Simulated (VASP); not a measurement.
Runs of VASP 6.6.1 on KMgF3. The structure is cubic, space group Pm-3m (No. 221). The conventional cell has a = 3.986 Å, b = 3.986 Å, c = 3.986 Å, α = 90.00°, β = 90.00°, γ = 90.00°. Around K (site symmetry m-3m) lie 12 F at 2.82 Å. Mg (site symmetry m-3m) has 6 F at 1.99 Å as nearest neighbours. F (site symmetry 4/mmm) has 2 Mg at 1.99 Å as nearest neighbours. 

| task | level | potentials or basis | cell | k mesh | cutoff (eV) | smearing | ladder | grid for exact exchange (PRECFOCK) | screening parameter | exchange at q = 0 | gap on the mesh (eV) | pressure (GPa) | V0 of scaled cells (Å³/atom) | B0 (GPa) |
| --- | --- | --- | --- | --- | --- | --- | --- | --- | --- | --- | --- | --- | --- | --- |
| single point | PBE | VASP PAW PBE potentials, release 64 (K_sv, Mg, F) | as given | 7 × 7 × 7 | 520 | fermi-dirac 0.05 eV | - | - | - | - | 7.34 | 3.4 | - | - |
| equation of state | PBEsol | VASP PAW PBE potentials, release 64 (K_sv, Mg, F) | as given | 7 × 7 × 7 | 520 | fermi-dirac 0.05 eV | free | - | - | - | - | - | 12.71 | (a) |
| band structure | HSE06 | VASP PAW PBE potentials, release 64 (K_sv, Mg, F) | as given | 4 × 4 × 4 | 520 | gaussian 0.02 eV | gaps | Fast | 0.2 1/A | - | 9.56 | 1.0 | - | - |
| single point | PBEsol | VASP PAW PBE potentials, release 64 (K_sv, Mg, F) | as given | 7 × 7 × 7 | 520 | fermi-dirac 0.05 eV | free | - | - | - | 7.16 | -0.1 | - | - |
| core levels | rev-vdW-DF2 | VASP PAW PBE potentials, release 64 (K_sv_GW, Mg_sv_GW, F_GW) | as given | 7 × 7 × 7 | 600 | tetrahedron | - | - | - | - | 7.36 | 0.9 | - | - |
| single point | PBE | VASP PAW PBE potentials, release 64 (K_pv, Mg, F) | as given | 7 × 7 × 7 | 500 | gaussian 0.02 eV | - | - | - | - | 7.33 | 3.8 | - | - |
| single point | PBEsol | VASP PAW PBE potentials, release 64 (K_sv, Mg_pv, F) | as given | 7 × 7 × 7 | 520 | gaussian 0.1 eV | - | - | - | - | 7.16 | 0.3 | - | - |
| band structure | HSE03 | VASP PAW PBE potentials, release 64 (K_sv, Mg, F) | as given | 4 × 4 × 4 | 520 | gaussian 0.02 eV | gaps | Fast | - | - | (b) | 1.0 | - | - |
| Born charges and dielectric tensor | RPBE+D3 | VASP PAW PBE potentials, release 64 (K_pv, Mg, F) | as given | 7 × 7 × 7 | 500 | fermi-dirac 0.02 eV | - | - | - | - | 7.63 | - | - | - |
| band structure | PBE0 | VASP PAW PBE potentials, release 64 (K_sv, Mg, F) | as given | 4 × 4 × 4 | 520 | gaussian 0.02 eV | gaps | Fast | - | truncated | 10.30 | 0.8 | - | - |
| relaxation of cell and atoms | PBEsol | VASP PAW PBE potentials, release 64 (K_sv, Mg, F) | relaxed | 6 × 6 × 6 | 600 | gaussian 0.02 eV | gaps | - | - | - | (c) | 0.0 | - | - |
| equation of state | PBE | VASP PAW PBE potentials, release 64 (K_sv, Mg, F) | as given | 7 × 7 × 7 | 520 | fermi-dirac 0.05 eV | - | - | - | - | - | - | 13.31 | 67 |

Alike in all rows: no spin polarisation.

Q: Estimate the missing entries.

A: (a) 73; (b) 9.25; (c) 7.14.

Caveats: the PAW data sets were made with another functional, which shifts forces and pressure a little (some runs); an odd mesh through Γ misses points on the zone boundary, where band edges often lie (some runs); the cutoff is under 1.25 times the usual one of these potentials, so pressure, stress and relaxed cells hold a basis-set (Pulay) error (some runs).

Not every run made on this cell is shown here.
